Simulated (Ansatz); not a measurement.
Level of theory: Ansatz 0.2.0, DFT PBE, scalar-relativistic, plane waves, PAW. All cells share a 420 eV cutoff and Γ-centred k meshes spaced at most about 0.3 Å⁻¹ (about 0.25 or finer for metals, 2π included). No spin polarisation.

Temperature and zero-point effects are left out.

Question: Which of these relaxed structures of Si6Ru is the lowest in energy?
A. Space group P-3m1 (No. 164), trigonal, a = 3.944 Å, c = 10.088 Å. Around Si on its first site lie 3 Ru at 2.39 Å, 1 Si at 2.40 Å and 3 Si at 2.68 Å; around Si on its second site lie 4 Si at 2.40 Å; around Si on its third site lie 4 Si at 2.38–2.40 Å; Ru is surrounded by 6 Si at 2.39 Å.
B. Space group Fmm2 (No. 42), orthorhombic, a = 7.254 Å, b = 10.460 Å, c = 5.491 Å. Around Si on a site of symmetry 1 lie 2 Si at 2.43–2.47 Å, 1 Ru at 2.50 Å, 6 Si at 2.64–2.91 Å and 1 Ru at 2.86 Å; around Si on a site of symmetry m lie 4 Si at 2.43–2.47 Å, 1 Ru at 2.47 Å and 2 Si at 2.66 Å; Ru is surrounded by 6 Si at 2.47–2.50 Å and 4 Si at 2.86 Å.

Answer: B. The other, A, lies 18 meV/atom higher. Counting Si atoms around Ru (those within 1.25 times the shortest such distance or 1.15 times the sum of covalent radii, 1.27 where that leaves under three; a plus sign parts nearer from farther groups): B has Ru 6+4; A has Ru 6. B and A both hold Si–Si nets. Both come from invented guesses. The lowest form computed isn't among them: it has space group Pmm2 (No. 25), 16.5 Å³/atom and lies 146 meV/atom below the best shown. Even the lowest of the cells shown lies +0.13 eV/atom against the elements.

For metals, differences of a few meV/atom aren't resolved. Cells relaxed within their symmetry can be saddle points. Some structure types and database cells were kept out of the candidates from the start, so a known form may be missing.
